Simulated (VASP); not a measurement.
# AlN (Fm-3m) in VASP: further runs

One crystal, AlN, is run at these levels: PBEsol; tasks: single point.

Program: VASP 6.6.1. These are calculated values, not measurements. Logs are shortened: lines on timing, memory, paths and dates and some standing lists are left out, and cuts for length are marked.

## 1. The structure

The structure is cubic, space group Fm-3m (No. 225). Conventional cell: a = 4.045 Å, b = 4.045 Å, c = 4.045 Å, α = 90.00°, β = 90.00°, γ = 90.00°. Al (site symmetry m-3m) is surrounded by 6 N at 2.02 Å. N (site symmetry m-3m) has 6 Al at 2.02 Å as nearest neighbours.

Measurements of this composition are mostly on another form, of space group No. 186.

## 2. Single point, PBEsol

The input, INCAR:

```
  ALGO = Normal
  EDIFF = 1E-7
  ENCUT = 520
  GGA = PS
  ISIF = 2
  ISMEAR = 0
  LASPH = T
  LCHARG = F
  LREAL = F
  LWAVE = F
  NBANDS = 11
  NELM = 60
  PREC = Accurate
  SIGMA = 0.02
```

The input, KPOINTS:

```
k-points
0
Gamma
  4 4 4
```

The input, POSCAR:

```
AlN                                     
1.0
    0.0000000000      2.0226535847      2.0226535847
    2.0226535847      0.0000000000      2.0226535847
    2.0226535847      2.0226535847      0.0000000000
  Al              N             
     1     1
Direct
     0.5000000000000000    0.5000000000000000    0.5000000000000000
     0.0000000000000000    0.0000000000000000    0.0000000000000000
```

Potentials or basis: VASP PAW PBE potentials, release 64 (Al, N).

Started as:

```
$ cat potpaw_PBE.64/Al/POTCAR potpaw_PBE.64/N/POTCAR > POTCAR
$ mpirun -np 1 vasp_std > vasp.out
```

OUTCAR:

```text
EDIFF = 1E-7
   ENCUT = 520
   GGA = PS
   ISIF = 2
   ISMEAR = 0
   LASPH = T
   LREAL = F
   NELM = 60
   PREC = Accurate

 ion  position               nearest neighbor table
   1  0.500  0.500  0.500-   2 2.02   2 2.02   2 2.02   2 2.02   2 2.02   2 2.02
   2  0.000  0.000  0.000-   1 2.02   1 2.02   1 2.02   1 2.02   1 2.02   1 2.02

  LATTYP: Found a face centered cubic cell.
 ALAT       =     4.0453071694

  Lattice vectors:

 A1 = (   0.0000000000,   2.0226535847,   2.0226535847)
 A2 = (   2.0226535847,   0.0000000000,   2.0226535847)
 A3 = (   2.0226535847,   2.0226535847,   0.0000000000)

Analysis of symmetry for initial positions (statically):
=====================================================================
 Subroutine PRICEL returns:
 Original cell was already a primitive cell.

 Routine SETGRP: Setting up the symmetry group for a
 face centered cubic supercell.

 Subroutine GETGRP returns: Found 48 space group operations
 (whereof 48 operations were pure point group operations)
 out of a pool of 48 trial point group operations.

The static configuration has the point symmetry O_h .

Analysis of symmetry for dynamics (positions and initial velocities):
=====================================================================
 Subroutine PRICEL returns:
 Original cell was already a primitive cell.

 Routine SETGRP: Setting up the symmetry group for a
 face centered cubic supercell.

 Subroutine GETGRP returns: Found 48 space group operations
 (whereof 48 operations were pure point group operations)
 out of a pool of 48 trial point group operations.

The dynamic configuration has the point symmetry O_h .

 Subroutine INISYM returns: Found 48 space group operations
 (whereof 48 operations are pure point group operations),
 and found     1 'primitive' translations

----------------------------------------------------------------------------------------

                                     Primitive cell

  volume of cell :      16.5499

  direct lattice vectors                    reciprocal lattice vectors
     0.000000000  2.022653585  2.022653585    -0.247200017  0.247200017  0.247200017
     2.022653585  0.000000000  2.022653585     0.247200017 -0.247200017  0.247200017
     2.022653585  2.022653585  0.000000000     0.247200017  0.247200017 -0.247200017

  length of vectors
     2.860464131  2.860464131  2.860464131     0.428162989  0.428162989  0.428162989

  position of ions in fractional coordinates (direct lattice)
     0.500000000  0.500000000  0.500000000
     0.000000000  0.000000000  0.000000000

  ion indices of the primitive-cell ions
   primitive index   ion index
                 1           1
                 2           2

----------------------------------------------------------------------------------------

 KPOINTS: k-points

Automatic generation of k-mesh.
 Grid dimensions read from file:
 generate k-points for:    4    4    4

 Generating k-lattice:

  Cartesian coordinates                     Fractional coordinates (reciprocal lattice)
    -0.061800004  0.061800004  0.061800004     0.250000000  0.000000000  0.000000000
     0.061800004 -0.061800004  0.061800004     0.000000000  0.250000000  0.000000000
     0.061800004  0.061800004 -0.061800004     0.000000000  0.000000000  0.250000000

  Length of vectors
     0.107040747  0.107040747  0.107040747

  Shift w.r.t. Gamma in fractional coordinates (k-lattice)
     0.000000000  0.000000000  0.000000000

 Subroutine IBZKPT returns following result:
 ===========================================

 Found      8 irreducible k-points:

 Following reciprocal coordinates:
            Coordinates               Weight
  0.000000  0.000000  0.000000      1.000000
  0.250000  0.000000  0.000000      8.000000
  0.500000  0.000000  0.000000      4.000000
  0.250000  0.250000  0.000000      6.000000
  0.500000  0.250000  0.000000     24.000000
 -0.250000  0.250000  0.000000     12.000000
  0.500000  0.500000  0.000000      3.000000
 -0.250000  0.500000  0.250000      6.000000
   k-points           NKPTS =      8   k-points in BZ     NKDIM =      8   number of bands    NBANDS=     11
   number of dos      NEDOS =    301   number of ions     NIONS =      2
   total plane-waves  NPLWV =  13824
   dimension x,y,z NGX =    24 NGY =   24 NGZ =   24
   dimension x,y,z NGXF=    48 NGYF=   48 NGZF=   48
   ions per type =               1   1
   NGX,Y,Z   is equivalent  to a cutoff of  13.95, 13.95, 13.95 a.u.
   NGXF,Y,Z  is equivalent  to a cutoff of  27.90, 27.90, 27.90 a.u.
 SYSTEM =  unknown system
   PREC   = accura    normal or accurate (medium, high low for compatibility)
   ISTART =      0    job   : 0-new  1-cont  2-samecut
   ICHARG =      2    charge: 1-file 2-atom 10-const
   ISPIN  =      1    spin polarized calculation?
   LNONCOLLINEAR =      F non collinear calculations
   LSORBIT =      F    spin-orbit coupling
   LASPH  =      T    aspherical Exc in radial PAW
   ENCUT  =  520.0 eV  38.22 Ry    6.18 a.u.   5.32  5.32  5.32*2*pi/ulx,y,z
   NELM   =     60;   NELMIN=  2; NELMDL= -5     # of ELM steps
   EDIFF  = 0.1E-06   stopping-criterion for ELM
   LREAL  =      F    real-space projection
   EDIFFG = 0.1E-05   stopping-criterion for IOM
   NSW    =      0    number of steps for IOM
   IBRION =     -1    ionic relax: 0-MD 1-quasi-New 2-CG
   NFREE  =      0    steps in history (QN), initial steepest desc. (CG)
   ISIF   =      2    stress and relaxation
   ISYM   =      2    0-nonsym 1-usesym 2-fastsym
   POTIM  = 0.5000    time-step for ionic-motion
   TEBEG  =    0.0;   TEEND  =   0.0 temperature during run
   PSTRESS=    0.0 pullay stress
   NELECT =       8.0000    total number of electrons
   NUPDOWN=      -1.0000    fix difference up-down
   EMIN   =  10.00;   EMAX   =-10.00  energy-range for DOS
   EFERMI =   0.00;   METHOD = LEGACY
   ISMEAR =     0;   SIGMA  =   0.02  broadening in eV -4-tet -1-fermi 0-gaus
   EFERMI_NEDOS =   21; number of points for ismear=-14 and -15
   IALGO  =     38    algorithm
   IMIX   =      4    mixing-type and parameters
     AMIX     =   0.40;   BMIX     =  1.00
     AMIX_MAG =   1.60;   BMIX_MAG =  1.00
  volume/ion in A,a.u.               =       8.27        55.84
  Fermi-wavevector in a.u.,A,eV,Ry     =   1.284813  2.427945 22.459748  1.650745
  Thomas-Fermi vector in A             =   2.416985
   LORBIT       =      0    0 simple, 1 ext, 2 COOP (PROOUT), +10 PAW based schemes
   GGA     = PS    functional components
   LHFCALC =     F    Hartree Fock is set to
   AEXX    =    0.0000 exact exchange contribution
   IVDW    =     0    specifies the selected vdW correction
   LEPSILON=     F    determine dielectric tensor
   LRPA    =     F    only Hartree local field effects (RPA)
 non-spin polarized calculation
 Gauss-broadening in eV      SIGMA  =   0.02
  energy-cutoff  :      520.00
  volume of cell :       16.55
 maximum number of plane-waves:       459
 NGX is ok and might be reduce to    24
   NGX = 11   NGY = 11   NGZ = 11

 number of electron       7.9999999 magnetization

 Free energy of the ion-electron system (eV)
  ---------------------------------------------------
  ext. energy  EPLUGINS =         0.00000000
  ---------------------------------------------------
  free energy    TOTEN  =       -15.36306340 eV

  energy without entropy =      -15.36306340  energy(sigma->0) =      -15.36306340

 E-fermi :  10.1415     XC(G=0): -12.4380

 val. band max:        9.9223632845   @ k =   0.0000   0.0000   0.0000
 cond. band min:      14.4101802781   @ k =   0.5000   0.5000   0.0000
 fundamental gap:      4.4878169936
 Fermi energy:        10.1415346124

 k-point     1 :       0.0000    0.0000    0.0000
  band No.  band energies     occupation
      1      -7.6371      2.00000
      2       9.9224      2.00000
      3       9.9224      2.00000
      4       9.9224      2.00000
      5      15.5510      0.00000
      6      21.8901      0.00000
      7      21.8901      0.00000
      8      21.8901      0.00000
      9      26.9636      0.00000
     10      27.5478      0.00000
     11      27.5478      0.00000

 k-point     2 :       0.2500    0.0000    0.0000
  band No.  band energies     occupation
      1      -6.3987      2.00000
      2       5.5451      2.00000
      3       9.3245      2.00000
      4       9.3245      2.00000
      5      16.6873      0.00000
      6      20.9369      0.00000
      7      22.0723      0.00000
      8      22.0723      0.00000
      9      25.9317      0.00000
     10      25.9317      0.00000
     11      26.8889      0.00000

 k-point     3 :       0.5000    0.0000    0.0000
  band No.  band energies     occupation
      1      -4.3288      2.00000
      2       1.5310      2.00000
      3       8.8292      2.00000
      4       8.8292      2.00000
      5      15.9184      0.00000
      6      20.7579      0.00000
      7      20.7579      0.00000
      8      23.1514      0.00000
      9      25.8019      0.00000
     10      30.3870      0.00000
     11      30.3870      0.00000

 k-point     4 :       0.2500    0.2500    0.0000
  band No.  band energies     occupation
      1      -6.0031      2.00000
      2       6.0757      2.00000
      3       8.2705      2.00000
      4       8.2705      2.00000
      5      17.1875      0.00000
      6      17.5548      0.00000
      7      21.0070      0.00000
      8      24.6960      0.00000
      9      24.6960      0.00000
     10      29.5044      0.00000
     11      32.2764      0.00000

 k-point     5 :       0.5000    0.2500    0.0000
  band No.  band energies     occupation
      1      -3.9736      2.00000
      2       3.0011      2.00000
      3       6.0371      2.00000
      4       7.8522      2.00000
      5      16.3422      0.00000
      6      19.2122      0.00000
      7      21.5182      0.00000
      8      23.6292      0.00000
      9      26.5119      0.00000
     10      32.0405      0.00000
     11      32.4552      0.00000

 k-point     6 :      -0.2500    0.2500    0.0000
  band No.  band energies     occupation
      1      -4.6882      2.00000
      2       3.9355      2.00000
      3       5.7137      2.00000
      4       8.7750      2.00000
      5      18.1432      0.00000
      6      20.3435      0.00000
      7      20.4162      0.00000
      8      22.3304      0.00000
      9      26.3589      0.00000
     10      28.9405      0.00000
     11      31.2660      0.00000

 k-point     7 :       0.5000    0.5000    0.0000
  band No.  band energies     occupation
      1      -3.3273      2.00000
      2       2.4532      2.00000
      3       7.0887      2.00000
      4       7.0887      2.00000
      5      14.4102      0.00000
      6      15.0095      0.00000
      7      23.8663      0.00000
      8      27.0314      0.00000
      9      27.0314      0.00000
     10      32.9549      0.00000
     11      35.8535      0.00000

 k-point     8 :      -0.2500    0.5000    0.2500
  band No.  band energies     occupation
      1      -3.1637      2.00000
      2       4.1415      2.00000
      3       4.1415      2.00000
      4       5.9579      2.00000
      5      17.9324      0.00000
      6      20.4955      0.00000
      7      20.4955      0.00000
      8      22.0383      0.00000
      9      29.0365      0.00000
     10      29.0365      0.00000
     11      34.8928      0.00000

------------------------ aborting loop because EDIFF is reached ----------------------------------------

  FORCE on cell =-STRESS in cart. coord.  units (eV):
  Direction    XX          YY          ZZ          XY          YZ          ZX
  --------------------------------------------------------------------------------------
  -------------------------------------------------------------------------------------
  Total       -0.0008745     -0.0008745     -0.0008745      0.0000000     -0.0000000      0.0000000
  in kB       -0.0846602     -0.0846602     -0.0846602      0.0000000     -0.0000000      0.0000000
  external PRESSURE =      -0.0846602 kB  Pullay stress =       0.0000000 kB

 VOLUME and BASIS-vectors are now :
 -----------------------------------------------------------------------------
  energy-cutoff  :      520.00
  volume of cell :       16.55
      direct lattice vectors                 reciprocal lattice vectors
     0.000000000  2.022653585  2.022653585    -0.247200017  0.247200017  0.247200017
     2.022653585  0.000000000  2.022653585     0.247200017 -0.247200017  0.247200017
     2.022653585  2.022653585  0.000000000     0.247200017  0.247200017 -0.247200017

 POSITION                                       TOTAL-FORCE (eV/Angst)
 -----------------------------------------------------------------------------------
      2.02265      2.02265      2.02265        -0.000000     -0.000000     -0.000000
      0.00000      0.00000      0.00000         0.000000      0.000000      0.000000
 -----------------------------------------------------------------------------------
    total drift:                                0.000000     -0.000000     -0.000000

  FREE ENERGIE OF THE ION-ELECTRON SYSTEM (eV)
  ---------------------------------------------------
  free  energy   TOTEN  =       -15.3630634022 eV

  energy  without entropy=      -15.3630634022  energy(sigma->0) =      -15.36306340
```

Run time: 7.1 s. Hardware: 1 thread of AMD EPYC 7R43 (Zen 3), shared host; peak memory 0.09 GiB.

Results:

- Free energy: -15.3631 eV
- Pressure: 0.0 GPa
- Band gap on the k mesh: 4.49 eV, indirect (least direct gap 5.63 eV)

Caveat: the k mesh is coarse (spacing up to 0.67 Å⁻¹), so the values aren't converged; the PAW data sets were made with another functional, which shifts forces and pressure a little. A k mesh can miss the band edges.

## 3. Single point, PBEsol (a relaxed cell with its volume scaled by 0.97)

INCAR is that of step 2.

KPOINTS is that of step 2.

The input, POSCAR:

```
AlN                                     
1.0
    0.0000000000      2.0022213435      2.0022213435
    2.0022213435      0.0000000000      2.0022213435
    2.0022213435      2.0022213435      0.0000000000
  Al              N             
     1     1
Direct
     0.5000000000000000    0.5000000000000000    0.5000000000000000
     0.0000000000000000    0.0000000000000000    0.0000000000000000
```

Potentials or basis: VASP PAW PBE potentials, release 64 (Al, N).

Started as:

```
$ cat potpaw_PBE.64/Al/POTCAR potpaw_PBE.64/N/POTCAR > POTCAR
$ mpirun -np 1 vasp_std > vasp.out
```

Wall time 7.6 s (1 thread of AMD EPYC 7R43 (Zen 3), shared host); peak memory 0.09 GiB.

It converged, with:

```
Free energy            : -15.3497 eV
Pressure               : 8.6 GPa
Band gap on the k mesh : 4.78 eV, indirect (least direct gap 6.07 eV)
```

Levels at points of the mesh, in eV from the valence-band top:
| k point | band 1 | band 2 | band 3 | band 4 | band 5 | band 6 | band 7 | band 8 |
| --- | --- | --- | --- | --- | --- | --- | --- | --- |
| (0.00, 0.00, 0.00) | -17.84 | 0.00 | 0.00 | 0.00 | 6.07 | 12.06 | 12.06 | 12.06 |
| (0.50, 0.00, 0.00) | -14.41 | -8.59 | -1.15 | -1.15 | 6.19 | 11.08 | 11.08 | 13.68 |
| (0.50, 0.50, 0.00) | -13.36 | -7.68 | -2.91 | -2.91 | 4.78 | 5.03 | 14.32 | 17.59 |

Caveat: the k mesh is coarse (spacing up to 0.68 Å⁻¹), so the values aren't converged; the PAW data sets were made with another functional, which shifts forces and pressure a little.

## 4. Single point, PBEsol (a relaxed cell with its volume scaled by 1.03)

INCAR is that of step 3.

KPOINTS is that of step 3.

The input, POSCAR:

```
AlN                                     
1.0
    0.0000000000      2.0426811603      2.0426811603
    2.0426811603      0.0000000000      2.0426811603
    2.0426811603      2.0426811603      0.0000000000
  Al              N             
     1     1
Direct
     0.5000000000000000    0.5000000000000000    0.5000000000000000
     0.0000000000000000    0.0000000000000000    0.0000000000000000
```

Started as:

```
$ cat potpaw_PBE.64/Al/POTCAR potpaw_PBE.64/N/POTCAR > POTCAR
$ mpirun -np 1 vasp_std > vasp.out
```

Run time: 5.5 s. Hardware: 1 thread of AMD EPYC 7R43 (Zen 3), shared host; peak memory 0.09 GiB.

Results (log left out):

| Quantity | Value |
| --- | --- |
| Free energy | -15.3518 eV |
| Pressure | -7.4 GPa |
| Band gap on the k mesh | 4.21 eV, indirect (least direct gap 5.21 eV) |

Levels at points of the mesh, in eV from the valence-band top:
```
           k point  band 1  band 2  band 3  band 4  band 5  band 6  band 7  band 8  band 9
(0.00, 0.00, 0.00)  -17.29    0.00    0.00    0.00    5.21   11.87   11.87   11.87   16.87
(0.50, 0.00, 0.00)  -14.10   -8.20   -1.04   -1.04    5.81   10.60   10.60   12.79   15.57
(0.50, 0.50, 0.00)  -13.14   -7.27   -2.76   -2.76    4.21    5.14   13.59   16.65   16.65
```

Caveat: the k mesh is coarse (spacing up to 0.67 Å⁻¹), so the values aren't converged; the PAW data sets were made with another functional, which shifts forces and pressure a little. A k mesh can miss the band edges.

## 5. Overview

```csv
cell,gap on the mesh (eV),pressure (GPa)
as given,4.49,0.0
a relaxed cell with its volume scaled by 0.97,4.78,8.6
a relaxed cell with its volume scaled by 1.03,4.21,-7.4
```

Alike in all rows: task single point; level PBEsol; potentials or basis VASP PAW PBE potentials, release 64 (Al, N); no spin polarisation; k mesh 4 × 4 × 4; cutoff (eV) 520; smearing gaussian 0.02 eV; the mesh is coarse, so values aren't converged.

Caveats: all runs use coarse meshes; the PAW data sets were made with another functional, which shifts forces and pressure a little.

Absolute energies hang on the potentials; compare differences alone.
